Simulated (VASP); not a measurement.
Write the native input for VASP 6.6.1 that does the following.

* Task: single point
* Functional: PBE
* Potentials or basis: VASP PAW PBE potentials, release 64 (Pd)
* Cutoff: 520 eV
* k mesh: 20 × 20 × 20
* Occupations: gaussian, width 0.15 eV
* Spin: no spin polarisation
* Dipole correction: no
* Further INCAR settings: ALGO = Fast; EDIFF = 1e-06; NBANDS = 11

The structure of Pd lies in POSCAR:

```
Pd
1.0
   -0.0388980000      1.9449000000      1.9449000000
    1.9060020000      0.0000000000      1.9060020000
    1.9449000000      1.9449000000     -0.0388980000
Pd
1
Direct
    0.0000000000      0.0000000000      0.0000000000
```

The cell isn't the ideal one: strain -0.0400 x Voigt [0, 0, 0, 0, 1, 0], atoms carried along.

These files were run (other wordings do the same):

INCAR

```
PREC     = Accurate       # precision mode
ENCUT    = 520            # plane-wave cutoff, eV
EDIFF    = 1E-6           # SCF threshold, eV
ISMEAR   = 0              # smearing method
SIGMA    = 0.15           # smearing width, eV
LREAL    = F              # projectors in reciprocal space
LASPH    = T              # aspherical terms in the spheres
NELM     = 100            # most SCF steps
ALGO     = Fast           # electronic algorithm
ISIF     = 2              # what is computed and relaxed
LWAVE    = F              # write WAVECAR
LCHARG   = F              # write CHGCAR
GGA      = PE             # functional
NBANDS   = 11             # bands
```

KPOINTS

```
regular mesh
0
Gamma
  20 20 20
```

Potentials or basis: VASP PAW PBE potentials, release 64 (Pd).

Launch:

```console
$ cat potpaw_PBE.64/Pd/POTCAR > POTCAR
$ mpirun -np 1 vasp_std > vasp.out
```

It gave:

```yaml
Pressure: 7.7 GPa
Band_gap_on_the_k_mesh: none (metal or under the smearing width)
```

Run time: 80 s on 1 thread of Intel(R) Xeon(R) Platinum 8488C (Sapphire Rapids) (shared host), peak memory 0.29 GiB.
